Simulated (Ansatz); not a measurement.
Space group Pnma (No. 62). a = 9.401 Å, b = 2.959 Å, c = 4.887 Å, α = 90.00°, β = 90.00°, γ = 90.00°
```tsv
atom	site	symmetry	x	y	z
Ti	4c	.m.	0.1365	0.2500	0.9131
O	4c	.m.	0.2647	0.2500	0.6212
O	4c	.m.	0.9736	0.2500	0.2076
```

Equation of state of this TiO2 structure (not necessarily the ground state), with shape and atoms relaxed at each volume where symmetry leaves them free. Theory: Ansatz 0.2.0, DFT r2SCAN, scalar-relativistic, plane waves, PAW.

Settings: cutoff 500 eV, Γ-centred mesh 4×8×6 on the computed 12-atom cell, Gaussian smearing of 0.02 eV; no spin polarisation.

| V (Å³/atom) | E − E(largest V) (meV/atom) | P (GPa) | gap on mesh (eV) |
| --- | --- | --- | --- |
| 10.650 | 0.95 | 5.68 | 3.05 |
| 10.990 | -7.66 | 2.55 | 3.02 |
| 11.330 | -10.32 | 0.02 | 2.96 |
| 11.670 | -7.77 | -2.46 | 2.92 |
| 12.010 | 0.00 | -4.87 | 2.89 |

**Question.** Fit a third-order Birch–Murnaghan equation to E(V).

**Answer.** V0 = 11.33 Å³/atom, B0 = 85 GPa, B0' = 1.3. B0' is unusual or poorly fixed by this range.

The gaps are read on the mesh, which can miss the band edges, so they can be too wide.

This form isn't the usual stable structure of the compound.

Cost: 5 runs of about 43 core-minutes in all, on Arm Neoverse V2 (shared hosts).